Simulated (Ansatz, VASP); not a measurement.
## GaN: VASP beside Ansatz

```
Ga N
1.0
     3.19655    0.00000    0.00000
    -1.59827    2.76829    0.00000
     0.00000    0.00000    5.20868
Ga N
2 2
Direct
  0.66667 0.33333 0.49919
  0.33333 0.66667 0.99919
  0.66667 0.33333 0.87581
  0.33333 0.66667 0.37581
```

Alike in both runs: functional PBE; dispersion D3(BJ); k mesh 12 × 12 × 6; occupations gaussian, width 0.02 eV; no spin polarisation.

Ansatz relaxed the structure, and its values are those at the end. VASP's run is a single point on that final structure, the one shown.

|  | VASP | Ansatz |
| --- | --- | --- |
| version | VASP 6.6.1 | Ansatz 0.2.0 |
| potentials or method | VASP PAW PBE potentials, release 64 (Ga_d, N) | scalar-relativistic, plane waves, PAW |
| plane-wave cutoff (eV) | 520 | 420 |
| valence electrons in the cell | 36 | 36 |

VASP gave:

```
gap on the k mesh at the Fermi level (eV) : 1.85
least direct gap on the mesh (eV)         : 1.85
pressure (GPa)                            : 0.1
```

Q: Which values does Ansatz return?

A: gap on the k mesh at the Fermi level (eV): 1.84; least direct gap on the mesh (eV): 1.84; pressure (GPa): 0.0.

Ansatz warned: «structure_snapped_to_symmetry».

As with any semilocal functional, this PBE gap is likely too small.
